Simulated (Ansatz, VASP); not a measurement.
**One calculation of Al2Cu, two programs**

```
Al Cu
1.0
    -2.13252    2.21145    2.94867
     2.14130   -2.15341    2.91358
     2.01070    2.03159   -2.90733
Al Cu
2 1
Direct
  0.77760 0.25659 0.50382
  0.24686 0.73151 0.48819
  0.47554 0.51190 0.00799
```

Change from the starting cell: all atoms moved at random, cell strained at random.

Alike in both runs: task single point; functional PBE; k mesh 10 × 12 × 12; occupations gaussian, width 0.1 eV; no spin polarisation.

|  | VASP | Ansatz |
| --- | --- | --- |
| version | VASP 6.6.1 | Ansatz 0.2.0 |
| potentials or method | VASP PAW PBE potentials, release 64 (Al, Cu) | scalar-relativistic, plane waves, PAW |
| plane-wave cutoff (eV) | 520 | 420 |
| valence electrons in the cell | 17 | 25 |

|  | VASP | Ansatz | Ansatz less VASP |
| --- | --- | --- | --- |
| gap on the k mesh at the Fermi level (eV) | none | none | - |
| pressure (GPa) | -3.6 | -4.0 | -0.38 |
| largest component of the traceless stress (GPa) | 2.37 | 2.42 | +0.047 |
| rms of the force components (eV/Å) | 0.489 | 0.489 | +0.0002 |

Atom by atom the forces differ by 0.001 eV/Å (rms over components). A gap of «none» marks a metal or a gap that the smearing closes. The functional is the same, so the differences come from potentials, cutoffs and numerics. The two sets of potentials don't hold the same shells in valence.

Caveats: forces of over 1 eV/Å show positions far from the minimum, so gaps and moduli don't describe the material at rest.
